## One crystal, eleven pressures

One might expect a boron arsenide crystal with fixed atoms in a fixed cell to have one pressure, which a change of density functional would alter only slightly. In fact the choice of functional moves it by more than 10 GPa and even changes its sign. A useful scale comes from the bulk modulus $B$, roughly 140 GPa for BAs (a recalled value). For small strains the edge $a$ changes by $\Delta a/a \approx P/(3B)$, so 4 GPa is worth about one per cent of the edge.

Plane-wave DFT with ABINIT 10.8.3 for cubic BAs (F-43m), in the same cell throughout (conventional edge 4.777 Å), without spin polarisation, spin–orbit coupling or dispersion correction. All rows use a 10 × 10 × 10 k-point mesh and Fermi–Dirac smearing of 0.05 eV. Pressure is positive in compression.

```
functional           potentials  wave cutoff  pressure (GPa)
       LDA     JTH-PAW-LDA-v2.0   408.171 eV          -4.050
       PBE     SPMS-NC-PBE-v1.0   925.187 eV           2.670
    PBEsol     JTH-PAW-PBE-v2.0   408.171 eV          -0.720
    revPBE     JTH-PAW-PBE-v2.0   489.805 eV           4.760
      BLYP     JTH-PAW-PBE-v2.0   408.171 eV           7.570
      BP86  JTH-PAW-PBE-v2.0-sp   408.171 eV           4.560
    LDA-PZ  JTH-PAW-LDA-v2.0-sp   408.171 eV          -3.090
      OLYP  JTH-PAW-PBE-v2.0-sp   408.171 eV           2.550
      PW91     JTH-PAW-PBE-v2.0   408.171 eV           2.650
     SOGGA  JTH-PAW-PBE-v2.0-sp   408.171 eV          -1.240
  rPW86PBE     JTH-PAW-PBE-v2.0   408.171 eV           6.950
```

No press acts on this crystal. A positive pressure means that the method would like a larger cell than the one imposed, and a negative pressure that it would like a smaller one. The two LDA rows, PBEsol and SOGGA want to shrink, and the other seven rows want to expand. A cell relaxed with one functional and then run with another carries this difference as a spurious stress.

### Why gradients push the atoms apart

LDA treats each small region as a piece of uniform electron gas. A generalised gradient approximation (GGA) also asks how quickly the density $n$ varies. It measures this by the reduced gradient

$$s=\frac{|\nabla n|}{2(3\pi^2)^{1/3}\,n^{4/3}}$$

and multiplies the local exchange energy by a factor $F(s)$:

$$E_x=-C\int n^{4/3}F(s)\,d^3r ,\qquad C>0 .$$

When the cell grows, the atoms keep their size but move apart. The density between them thins out, and because $n^{4/3}$ stands in the denominator, $s$ tends to rise there. If $F$ grows with $s$, the exchange energy then gains a negative contribution, so expansion is rewarded. Since $P=-dE/dV$, this reward appears as a positive pressure,

$$P_s= C\int n^{4/3}\,\frac{dF}{ds}\,\frac{\partial s}{\partial V}\,d^3r .$$

A second term, proportional to $F-1$ and to the change of $n^{4/3}$ itself, acts inwards. For factors that start at 1 it grows with the same rise and is expected to cancel only part of $P_s$. What counts is then how steeply $F$ rises over the gradients that the valence electrons meet. Taking these to lie mostly between 0 and about 1, one can replace the slope by the total rise, $F(1)-F(0)$. The simplest model is therefore a straight line: pressure equals a constant plus a coefficient times this rise.

Correlation works the other way. In PBE and its relatives the correlation energy weakens as the gradient grows, so expansion costs energy and the cell is pulled inwards. In these functionals exchange wins, but only after part of its push has been cancelled.

### Following the exchange factor

The cleanest evidence comes from three rows with the same potentials and cutoff and with closely related correlation: PBEsol, PW91 and rPW86PBE. PBEsol has a deliberately gentle exchange factor. That of PW91 rises more by $s=1$, and that of rPW86PBE rises most. The pressure climbs in the same order, by 3.4 GPa at the first step and 4.3 GPa at the second. PBEsol also has a weaker gradient term in its correlation than the other two. That should raise its pressure, so exchange probably does somewhat more at the first step than the difference shows. The table shows the climb; its link to the exchange factor is the argument just given.

revPBE teaches a finer lesson. For PBE, PBEsol and revPBE the factor is

$$F(s)=1+\kappa-\frac{\kappa}{1+\mu s^2/\kappa},$$

where $\mu$ sets the rise at small gradients and $\kappa$ the ceiling at large ones. PBE and revPBE share $\mu$, yet revPBE lies 2.1 GPa higher. This suggests that the small-gradient coefficient alone does not set the order, and that the higher ceiling of revPBE is already felt at moderate gradients. The potentials and cutoff also differ between these two rows. The potentials are not the likely cause, because PW91 shares those of revPBE, has an exchange factor close to that of PBE up to $s=1$, and lies just as far below revPBE. The cutoff may play a part: revPBE has a higher one than PW91, and a cutoff that is too low tends to lower the computed pressure.

The line was fitted by least squares to five rows: PBEsol, PBE, PW91, revPBE and rPW86PBE. They treat the arsenic 3d electrons as valence and use correlation of the PBE type. The coefficient is 65.6 GPa and the constant is $-7.96$ GPa. For revPBE, with $\mu\approx0.22$ and $\kappa\approx1.2$, the estimate runs

$$F(1)-F(0)=\frac{\mu}{1+\mu/\kappa}=\frac{0.22}{1+0.22/1.2}\approx0.19,$$

$$P\approx 65.6\times0.186-7.96\approx4.2\ \text{GPa}.$$

The computed value is 4.76 GPa, and this row was part of the fit. The line gives less than half of the step from PBE to revPBE, so the rise up to $s=1$ does not capture the whole difference between these two rows. The typical miss on the fitted rows is 0.5 GPa, but it grows to 1.2 GPa when each row in turn is predicted from the other four. With two constants for five rows, the line supports the mechanism without proving it. Measuring the rise up to $s=0.5$ or $s=2$ instead of 1 follows the pressures less well, which fits the idea that moderate gradients matter most.

### The potentials leave their own mark

The rows LDA and LDA-PZ use two parametrisations of the same electron-gas theory, which normally give almost the same result. Here they differ by 0.96 GPa. The potentials whose names end in "sp" keep the arsenic 3d electrons frozen in the core, whereas the others let them respond. Most of the gap must therefore come from the potentials, though the pair does not separate the frozen shell from other differences between the two sets, such as how well each is converged at the shared cutoff, which was not tested.

This gap limits what the table can rank. PBE, PW91 and OLYP lie within 0.2 GPa of one another, but they use three different sets of potentials, so their order has no meaning. The same holds for PBEsol against SOGGA and for revPBE against BP86.

Whether GGA rows shift by the same amount as LDA is not known, and two rows outside the fit disagree about it. With the shift added, the line puts BP86 at 4.4 GPa, close to the computed 4.56, though its correlation is not that of the fitted rows and may also play a part. SOGGA, however, fits almost exactly without the shift and comes out 1.0 GPa too high with it. This is weak evidence against a shift. The low end of the line rests on PBEsol, and the outputs do not name the correlation paired with SOGGA exchange, a choice on which programs differ. If it is ordinary PBE correlation, whose gradient term pulls harder, the line is expected to lie too high for SOGGA, and the good fit without the shift may be a coincidence. An uncertainty of about 1 GPa therefore has to be accepted whenever rows with different potentials are compared. In addition, all the GGA rows use potentials generated with PBE, which brings an inconsistency of unmeasured size for every functional but PBE itself.

### Rows that leave the line

BLYP has the highest pressure in the table, although its exchange factor is the one used in BP86 and resembles that of PW91. From exchange alone the line gives 3.5 GPa, less than half of the computed 7.57. What sets BLYP apart is LYP correlation. It is expected to pull the cell inwards less than PBE correlation, for two reasons. For a uniform gas at valence densities LYP gives too little correlation energy, and that energy changes more slowly with density, but this is expected to cover only a minor share of the excess. The larger share is expected from the gradient term. In PBE the gradient terms of exchange and correlation are matched so that they cancel at small gradients; LYP has no such link, and its gradient term should pull much less. The outward push of exchange is then less opposed, but the separate correlation contribution to the pressure is not available to test this.

OLYP uses the same LYP correlation, yet it lies 5.0 GPa below BLYP. That difference is far larger than the known effect of the potentials, so exchange must account for most of it. The exchange factor of OLYP stays almost flat at small gradients, and its rise up to $s=1$ is close to that of PBEsol. On this reading, gentle exchange and weak correlation offset each other, and OLYP lands near PBE for a quite different reason.

The line by itself puts OLYP 3.5 GPa too low. Once the LYP effect read from BLYP and the shift of the potentials read from LDA are added, the estimate is 1.6 GPa too high. One possible reason, besides the uncertainty of these shifts, is that the OLYP factor starts slightly above 1 instead of at 1. Such a uniform strengthening of exchange favours a compact density and so lowers the pressure, but the model sees only the rise of the factor. The direction is right. The runs do not give the size, but a few per cent more exchange is expected to move the pressure by several gigapascals, more than the miss itself. A good part of OLYP's low place may therefore come from this higher start and not from the gentle rise, and the modest miss probably hides errors that cancel.

The two LDA rows have the lowest pressures in the table, yet they lie above the line. Their exchange factor does not rise at all, and the line extended to zero rise would give about $-8$ GPa, whereas the computed values are $-4.05$ GPa for LDA and $-3.09$ GPa for LDA-PZ. The line carries the inward pull of gradient correlation, which LDA lacks. That would explain the direction of the miss, but the extension reaches well beyond the fitted rows and does not measure the pull.

### Reading the order for another functional

For this crystal, a GGA missing from the table can be placed roughly by two questions, provided its exchange factor starts at 1. How much does its exchange factor rise by $s\approx1$, and how strongly does its correlation pull the density together? A gentle rise with PBE-type correlation belongs near PBEsol, and a steep one near rPW86PBE. With LYP, the exchange factor alone is a poor guide.

The order is not a ranking of quality. PBEsol comes closest to zero pressure, but this shows only that the imposed cell suits PBEsol. A verdict would need a measured edge corrected for thermal and zero-point expansion, and the table contains none.
